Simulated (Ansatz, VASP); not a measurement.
# One calculation of C, two programs

```xyz
2
Lattice="0.0000 1.7834 1.7834 1.7834 0.0000 1.7834 1.7834 1.7834 0.0000" Properties=species:S:1:pos:R:3 pbc="T T T"
C     0.0000    0.0000    0.0000
C     0.8917    0.8917    0.8917
```

This isn't the form of C at room conditions, which is graphite.

Alike in both runs: task single point; functional PBEsol; k mesh 14 × 14 × 14; no spin polarisation.

|  | VASP | Ansatz |
| --- | --- | --- |
| version | VASP 6.6.1 | Ansatz 0.2.0 |
| potentials or method | VASP PAW PBE potentials, release 64 (C) | plane waves, PAW |
| plane-wave cutoff (eV) | 520 | 420 |
| occupations | gaussian, width 0.01 eV | fixed |
| valence electrons in the cell | 8 | 8 |

|  | VASP | Ansatz | Ansatz less VASP |
| --- | --- | --- | --- |
| pressure (GPa) | -3.8 | -4.8 | -1.05 |

Caveats: the PAW data sets were made with another functional, which shifts forces and pressure a little (VASP).
